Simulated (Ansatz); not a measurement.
The system is NiO.

```
Ni O
1.0
     0.00000    2.08590    2.08590
     2.08590    0.00000    2.08590
     2.08590    2.08590    0.00000
Ni O
1 1
Direct
  0.00000 0.00000 0.00000
  0.50000 0.50000 0.50000
```

Program: Ansatz 0.2.0. Alike in all runs: potentials or basis all-electron LAPW, scalar-relativistic; spin collinear, ferromagnetic start; cell as given; k mesh 11 × 11 × 11; cutoff (eV) 378; basis error allowed 0.001 eV/atom.

Q: Order these runs on this cell by their band gap on the k mesh, lowest first.
A. level PBEsol+U; U Ni d U = 6 eV; smearing fermi-dirac 0.05 eV
B. level PBEsol+U; U Ni d U = 4 eV; smearing fermi-dirac 0.05 eV
C. level PBE; smearing gaussian 0.029 eV
D. level PBEsol+U; U Ni d U = 8 eV; smearing fermi-dirac 0.05 eV

A: C (metal), B (1.06 eV), A (1.96 eV), D (2.36 eV).

Caveats: a cell with one magnetic atom can't hold antiferromagnetic order, which such compounds often take; the magnetic state may not be the lowest (some runs); U is the effective U less J, on atomic orbitals that reach past the spheres (some runs); an odd mesh through Γ misses points on the zone boundary, where band edges often lie (some runs); semilocal functionals often make such compounds metallic where correlation or magnetic order opens a gap, which also shifts bond lengths (some runs).

Not every run made on this cell is shown here.
